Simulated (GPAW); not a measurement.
Wanted: an ASE script for a GPAW 26.7.0 run.

```
Task                : band structure
Functional          : PBEsol
Potentials or basis : PAW data sets generated in the run's folder for this functional
Cutoff              : 800 eV
Basis               : pw
k mesh              : 3 × 6 × 4
Occupations         : fermi-dirac, width 0.05 eV
Spin                : no spin polarisation
Maxiter             : 150
Band path           : GXSYGZURTZ,YT,UX,SR
Band points         : 80
```

TiB:

```
Ti B
1.0
     6.12000    0.00000    0.00000
     0.00000    3.06000    0.00000
     0.00000    0.00000    4.56000
Ti B
4 4
Direct
  0.67700 0.25000 0.37700
  0.32300 0.75000 0.62300
  0.82300 0.75000 0.87700
  0.17700 0.25000 0.12300
  0.52900 0.25000 0.89700
  0.47100 0.75000 0.10300
  0.97100 0.75000 0.39700
  0.02900 0.25000 0.60300
```

One way to write it, as run:

run.py

```python
from ase import Atoms
from ase.dft.bandgap import bandgap
from ase.io import write
from ase.units import GPa
from gpaw import GPAW, PW, setup_paths

setup_paths.insert(0, '.')

atoms = Atoms(['Ti', 'Ti', 'Ti', 'Ti', 'B', 'B', 'B', 'B'],
              cell=[[6.12, 0.0, 0.0],
                    [0.0, 3.06, 0.0],
                    [0.0, 0.0, 4.56]],
              scaled_positions=[[0.677, 0.25, 0.377],
                                [0.323, 0.75, 0.623],
                                [0.823, 0.75, 0.877],
                                [0.177, 0.25, 0.123],
                                [0.529, 0.25, 0.897],
                                [0.471, 0.75, 0.103],
                                [0.971, 0.75, 0.397],
                                [0.029, 0.25, 0.603]],
              pbc=True)

calc = GPAW(mode=PW(800),
            xc='PBEsol',
            kpts={'size': (3, 6, 4), 'gamma': True},
            occupations={'name': 'fermi-dirac', 'width': 0.05},
            nbands=56,
            convergence={'density': 1e-05, 'energy': 1e-05},
            maxiter=150,
            txt='gpaw.txt')
atoms.calc = calc
energy = atoms.get_potential_energy()
forces = atoms.get_forces()
stress = atoms.get_stress()
calc.write('gs.gpw')
write('result.traj', atoms)
print(f'Energy: {energy:.6f} eV')
print('Forces (eV/A):')
print(forces.round(4))
print('Stress (GPa):', (stress / GPa).round(3))
print('Fermi level:', round(calc.get_fermi_level(), 4), 'eV')
print(f'Gap: {bandgap(calc)[0]:.4f} eV, direct: {bandgap(calc, direct=True)[0]:.4f} eV')

path = atoms.cell.bandpath('GXSYGZURTZ,YT,UX,SR', npoints=80, eps=1e-4)
bs_calc = calc.fixed_density(kpts=path, symmetry='off', nbands=79,
                             convergence={'bands': 'CBM+6.0', 'eigenstates': 1e-6}, txt='bands.txt')
bs = bs_calc.band_structure()
bs.write('bs.json')
print(f'Gap on the path: {bandgap(bs_calc)[0]:.4f} eV')
```

Potentials or basis: PAW data sets generated in the run's folder for this functional, pw.

The run is started by

```console
$ gpaw-setup -f PBEsol B Ti
$ OMP_NUM_THREADS=1 python run.py
```

Results of the run:

- Pressure: -5.4 GPa
- Largest force: 0.270 eV/Å
- Band gap along the path: none (metal or under the smearing width)

Wall time 6.4 min on 1 thread of Arm Neoverse V2, on a shared host, peak memory 1 GiB.
